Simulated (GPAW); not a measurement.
**Ge: equation of state with PBE**

**Experimental background.**

“Sub-monolayer structures of Ag overlayers on Ge(111): experimental observations and first-principles study”, 2019, arxiv:1908.00180 quotes, for a bulk crystal of Ge: bulk modulus 75.8 GPa.

Crystal: Ge.

```
CELL_PARAMETERS angstrom
4.00068 0.00000 0.00000
2.00034 3.46469 0.00000
2.00034 1.15490 3.26654
ATOMIC_POSITIONS crystal
Ge 0.75000 0.75000 0.75000
Ge 0.50000 0.50000 0.50000
```

- Program: GPAW 26.7.0
- Task: equation of state
- Functional: PBE
- Potentials or basis: GPAW PAW data sets (gpaw-data 1.2.1)
- Basis: fd
- Grid spacing: 0.16 Å
- k mesh: 8 × 8 × 8
- Occupations: fermi-dirac, width 0.05 eV
- Spin: no spin polarisation
- Maxiter: 150
- Eos scales: [0.94, 0.96, 0.98, 1.0, 1.02, 1.04, 1.06]

The equilibrium volume is 23.87 Å³/atom. The bulk modulus is 61 GPa and the pressure derivative of the bulk modulus is 5.3 (rough: it moves with the points fitted).

Energy against volume, from the lowest point:
```tsv
volume (Å³/atom)	energy (meV/atom)
21.281	67.77
21.733	44.10
22.186	26.21
22.639	13.41
23.092	5.07
23.545	0.73
23.997	0.00
```

It took 4.9 min on 1 thread of Intel(R) Xeon(R) Processor @ 2.50GHz (Skylake/Cascade Lake) (shared host), peak memory 0.4 GiB.

A measured bulk modulus of Ge is 75.8 GPa (quoted in “Sub-monolayer structures of Ag overlayers on Ge(111): experimental observations and first-principles study”, 2019, arxiv:1908.00180); the calculated 61 GPa misses it by -20.0 %. The fit is for a static lattice scaled at fixed shape and fixed fractional positions. The cell as given is a measured one (22.64 Å³/atom); PBE puts the equilibrium volume +5.5 % from it, thermal expansion not counted.
